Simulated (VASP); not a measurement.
Runs of VASP 6.6.1 on ZrO2. Symmetry: Fm-3m, No. 225, cubic system. Conventional cell: a = 5.090 Å, b = 5.090 Å, c = 5.090 Å, α = 90.00°, β = 90.00°, γ = 90.00°. Around Zr (site symmetry m-3m) lie 8 O at 2.20 Å. O (site symmetry -43m) is surrounded by 4 Zr at 2.20 Å. Measurements of this composition are mostly on another form, of space group No. 14.

| task | level | potentials or basis | cell | k mesh | cutoff (eV) | mesh quality | gap on the mesh (eV) | pressure (GPa) | relaxed volume (Å³/atom) |
| --- | --- | --- | --- | --- | --- | --- | --- | --- | --- |
| relaxation of cell and atoms | RPBE | VASP PAW PBE potentials, release 64 (Zr_sv, O) | relaxed | 8 × 8 × 8 | 600 | not flagged | 3.30 | 0.1 | 11.38 |
| relaxation of cell and atoms | PBEsol | VASP PAW PBE potentials, release 64 (Zr_sv, O) | relaxed | 8 × 8 × 8 | 580 | not flagged | 3.32 | 0.0 | 10.84 |
| relaxation of cell and atoms | PBEsol | VASP PAW PBE potentials, release 64 (Zr_sv, O) | relaxed | 4 × 4 × 4 | 600 | coarse | 3.32 | 0.0 | 10.83 |
| relaxation of cell and atoms | PBEsol | VASP PAW PBE potentials, release 64 (Zr_sv, O_s) | relaxed | 8 × 8 × 8 | 480 | not flagged | 3.32 | 0.0 | 10.84 |
| relaxation of cell and atoms | PBEsol | VASP PAW PBE potentials, release 64 (Zr_sv, O) | relaxed | 8 × 8 × 8 | 600 | not flagged | 3.32 | 0.0 | 10.83 |
| relaxation of cell and atoms | LDA | VASP PAW LDA potentials, release 64 (Zr_sv, O) | relaxed | 8 × 8 × 8 | 600 | not flagged | (a) | 0.0 | 10.60 |
| single point | PBEsol | VASP PAW PBE potentials, release 64 (Zr_sv, O) | as given | 8 × 8 × 8 | 520 | not flagged | 3.28 | (b) | - |

Alike in all rows: no spin polarisation; smearing gaussian 0.02 eV.

Question: Estimate the missing entries.

Answer: (a) 3.33; (b) -3.4.

Caveats: some runs use coarse meshes; the PAW data sets were made with another functional, which shifts forces and pressure a little (some runs).

A k mesh can miss the band edges, and the runs leave out spin-orbit coupling on Zr.

Runs at the PBE level aren't shown here.
